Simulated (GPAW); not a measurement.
Cu in GPAW: the effect of potentials

Cu:

```
Cu
1.0
    -1.45399    1.46431    1.37398
     1.44871   -1.46799    1.37231
     1.42515    1.43915   -1.37783
Cu
1
Direct
  0.00000 0.00000 0.00000
```

This isn't the form of Cu at room conditions, which is fcc.

The cell isn't the ideal one: cell sheared at random, sigma 0.01, atoms nudged by 0.01 Å.

Alike in all runs:

* Program: GPAW 26.7.0
* Task: single point
* Functional: PBE
* Basis: pw
* k mesh: 13 × 13 × 13
* Occupations: fermi-dirac, width 0.05 eV
* Spin: no spin polarisation

| potentials | cutoff | pressure (GPa) |
| --- | --- | --- |
| GPAW stock | 600 eV | 9.0 |
| PAW data sets made by gpaw-setup for the functional | 600 eV | 9.0 |
| JTH PAW 2.0 | 600 eV | 5.5 |
| SG15 ONCV 1.2 | 1100 eV | ? |

Q: What does the run with potentials SG15 ONCV 1.2 give?

A: Pressure 7.7 GPa.

Caveats: with this Cu data set, volumes or pressures lay over 1.5 % or 2 GPa off other programs in two to four cells of ten (some runs); the program truncates these outside data sets (some runs).

The runs don't all hold the same shells in valence.
